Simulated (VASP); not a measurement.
All values below come from PBEsol GGA with spin-orbit coupling, VASP's PBE PAW potentials (set 64) (plane waves; VASP).

The input files of a VASP run:

File POSCAR:
```
SrF2
2.883050
  0.0000000000   1.0000000553   1.0000000553
  1.0000000553   0.0000000000   1.0000000553
  1.0000000553   1.0000000553   0.0000000000
Sr F
1 2
direct
  0.0000000000   0.0000000000   0.0000000000
  0.2500000000   0.2500000000   0.2500000000
  0.7500000000   0.7500000000   0.7500000000
```

INCAR:
```
SYSTEM  =  SrF2
PREC  =  Accurate; ENCUT  =  520; LREAL  =  .FALSE.
LASPH  =  .TRUE.
EDIFF  =  1E-6; NELM  =  100; ALGO  =  Normal
LMAXMIX  =  4
ISMEAR  =  0; SIGMA  =  0.05
GGA  =  PS; GGA_COMPAT  =  .FALSE.
MAGMOM  =  9*0; LSORBIT  =  .TRUE.
LWAVE  =  .FALSE.; LCHARG  =  .FALSE.
```

### KPOINTS
```
Regular mesh
0
Gamma
 6 6 6
0 0 0
```

File KPOINTS_OPT:
```
k-points along high-symmetry lines
8
Line-mode
Reciprocal
  0.000000   0.000000   0.000000 ! GAMMA
  0.500000   0.000000   0.500000 ! X

  0.500000   0.000000   0.500000 ! X
  0.625000   0.250000   0.625000 ! U

  0.375000   0.375000   0.750000 ! K
  0.000000   0.000000   0.000000 ! GAMMA

  0.000000   0.000000   0.000000 ! GAMMA
  0.500000   0.500000   0.500000 ! L

  0.500000   0.500000   0.500000 ! L
  0.500000   0.250000   0.750000 ! W

  0.500000   0.250000   0.750000 ! W
  0.500000   0.000000   0.500000 ! X
```

POTCAR, in this order: Sr_sv F (PBE.64 set). Program: vasp_ncl.

The run wrote:

**OUTCAR**
```
 ion  position               nearest neighbor table
   1  0.000  0.000  0.000-   2 2.50   3 2.50   3 2.50   3 2.50   3 2.50   2 2.50   2 2.50   2 2.50
  LATTYP: Found a face centered cubic cell.
 ALAT       =     5.7661003186
 Subroutine PRICEL returns:
 Original cell was already a primitive cell.
 Subroutine GETGRP returns: Found 48 space group operations
The static configuration has the point symmetry O_h .
The dynamic configuration has the point symmetry O_h .
The overall configuration has the point symmetry O_h .
 Subroutine INISYM returns: Found 48 space group operations
 Subroutine IBZKPT returns following result:
 Found     16 irreducible k-points:

 Following reciprocal coordinates:
            Coordinates               Weight
  0.000000  0.000000  0.000000      1.000000
  0.166667  0.000000  0.000000      8.000000
  0.333333  0.000000  0.000000      8.000000
  0.500000  0.000000  0.000000      4.000000
  0.166667  0.166667  0.000000      6.000000
  0.333333  0.166667  0.000000     24.000000
  0.500000  0.166667  0.000000     24.000000
 -0.333333  0.166667  0.000000     24.000000
 -0.166667  0.166667  0.000000     12.000000
  0.333333  0.333333  0.000000      6.000000
  0.500000  0.333333  0.000000     24.000000
 -0.333333  0.333333  0.000000     12.000000
  0.500000  0.500000  0.000000      3.000000
  0.500000  0.333333  0.166667     24.000000
 -0.333333  0.333333  0.166667     24.000000
 -0.333333  0.500000  0.166667     12.000000
   k-points           NKPTS =     16   k-points in BZ     NKDIM =     16   number of bands    NBANDS=     32
   number of dos      NEDOS =    301   number of ions     NIONS =      3
   total plane-waves  NPLWV =  27000
   dimension x,y,z NGX =    30 NGY =   30 NGZ =   30
   dimension x,y,z NGXF=    60 NGYF=   60 NGZF=   60
   ions per type =               1   2
   PREC   = accura    normal or accurate (medium, high low for compatibility)
   ISTART =      0    job   : 0-new  1-cont  2-samecut
   ICHARG =      2    charge: 1-file 2-atom 10-const
   ISPIN  =      1    spin polarized calculation?
   LNONCOLLINEAR =      T non collinear calculations
   LSORBIT =      T    spin-orbit coupling
   INIWAV =      1    electr: 0-lowe 1-rand  2-diag
   ENCUT  =  520.0 eV  38.22 Ry    6.18 a.u.   7.58  7.58  7.58*2*pi/ulx,y,z
   NELM   =    100;   NELMIN=  2; NELMDL= -5     # of ELM steps
   EDIFF  = 0.1E-05   stopping-criterion for ELM
   LREAL  =      F    real-space projection
   NLSPLINE    = F    spline interpolate recip. space projectors
   LMAXMIX     =    4 max onsite mixed and CHGCAR
   VOSKOWN=      0    Vosko Wilk Nusair interpolation
   EDIFFG = 0.1E-04   stopping-criterion for IOM
   NSW    =      0    number of steps for IOM
   NBLOCK =      1;   KBLOCK =      1    inner block; outer block
   IBRION =     -1    ionic relax: 0-MD 1-quasi-New 2-CG
   NFREE  =      0    steps in history (QN), initial steepest desc. (CG)
   ISIF   =      2    stress and relaxation
   ISYM   =      2    0-nonsym 1-usesym 2-fastsym
   TEIN   =    0.0    initial temperature
   TEBEG  =    0.0;   TEEND  =   0.0 temperature during run
   SMASS  =  -3.00    Nose mass-parameter (am)
   PSTRESS=    0.0 pullay stress
   NELECT =      24.0000    total number of electrons
   EFERMI =   0.00;   METHOD = LEGACY
   ISMEAR =     0;   SIGMA  =   0.05  broadening in eV -4-tet -1-fermi 0-gaus
   IALGO  =     38    algorithm
   LDIAG  =      T    sub-space diagonalisation (order eigenvalues)
   IMIX   =      4    mixing-type and parameters
     AMIX     =   0.40;   BMIX     =  1.00
     AMIX_MAG =   1.60;   BMIX_MAG =  1.00
     AMIN     =   0.10
   GGA     = PS    functional components
   VOSKOWN =     0    Vosko Wilk Nusair interpolation
   LHFCALC =     F    Hartree Fock is set to
...
```

OSZICAR:
```
       N       E                     dE             d eps       ncg     rms          rms(c)
DAV:   1     0.162348281668E+03    0.16235E+03   -0.13477E+04  1024   0.147E+03
DAV:   2    -0.880797364028E+01   -0.17116E+03   -0.16524E+03  1352   0.336E+02
DAV:   3    -0.184060066433E+02   -0.95980E+01   -0.95494E+01  1368   0.762E+01
DAV:   4    -0.189869911994E+02   -0.58098E+00   -0.58056E+00  1608   0.124E+01
DAV:   5    -0.189917268999E+02   -0.47357E-02   -0.47356E-02  1280   0.126E+00    0.232E+01
DAV:   6    -0.176780860820E+02    0.13136E+01   -0.58411E+00  1152   0.183E+01    0.181E+01
DAV:   7    -0.176666631513E+02    0.11423E-01   -0.25834E-01  1288   0.401E+00    0.955E+00
DAV:   8    -0.176747305090E+02   -0.80674E-02   -0.34800E-02  1200   0.234E+00    0.274E+00
DAV:   9    -0.176790875786E+02   -0.43571E-02   -0.46839E-03  1408   0.498E-01    0.290E-01
DAV:  10    -0.176834978564E+02   -0.44103E-02   -0.34961E-03  1048   0.407E-01    0.227E-01
DAV:  11    -0.176841464673E+02   -0.64861E-03   -0.51390E-04  1144   0.157E-01    0.632E-02
DAV:  12    -0.176842172902E+02   -0.70823E-04   -0.49091E-05  1184   0.494E-02    0.231E-02
DAV:  13    -0.176842544537E+02   -0.37164E-04   -0.42470E-05  1160   0.394E-02    0.105E-02
DAV:  14    -0.176842549552E+02   -0.50153E-06   -0.85520E-07  1024   0.610E-03
   1 F= -.17684255E+02 E0= -.17684255E+02  d E =-.159224E-24  mag=     0.0000    -0.0000     0.0000
       N       E                     dE             ncg
       N       E                     dE             ncg
       N       E                     dE             ncg
```

OUTCAR:
```
------------------------ aborting loop because EDIFF is reached ----------------------------------------
  FORCE on cell =-STRESS in cart. coord.  units (eV):
  Direction    XX          YY          ZZ          XY          YZ          ZX
  --------------------------------------------------------------------------------------
  Total        0.0178943      0.0178943      0.0178943      0.0000000      0.0000000      0.0000000
  in kB        0.5981907      0.5981907      0.5981907      0.0000000      0.0000000      0.0000000
  external PRESSURE =       0.5981907 kB  Pullay stress =       0.0000000 kB
  volume of cell :       47.93
      direct lattice vectors                 reciprocal lattice vectors
     0.000000000  2.883050159  2.883050159    -0.173427437  0.173427437  0.173427437
     2.883050159  0.000000000  2.883050159     0.173427437 -0.173427437  0.173427437
     2.883050159  2.883050159  0.000000000     0.173427437  0.173427437 -0.173427437
 POSITION                                       TOTAL-FORCE (eV/Angst)
 -----------------------------------------------------------------------------------
      0.00000      0.00000      0.00000         0.000000     -0.000000      0.000000
      1.44153      1.44153      1.44153         0.000000      0.000000      0.000000
      4.32458      4.32458      4.32458        -0.000000     -0.000000     -0.000000
 -----------------------------------------------------------------------------------
    total drift:                                0.000000      0.000000      0.000000
  FREE ENERGIE OF THE ION-ELECTRON SYSTEM (eV)
  ---------------------------------------------------
  free  energy   TOTEN  =       -17.6842549552 eV

  energy  without entropy=      -17.6842549552  energy(sigma->0) =      -17.68425496

 Ion:    1  E_soc:     -0.1755781

 Ion:    2  E_soc:     -0.0004422

 Ion:    3  E_soc:     -0.0004422
```
(Selected blocks of OUTCAR.)

The compound is SrF2 in the fluorite structure. It was relaxed first.
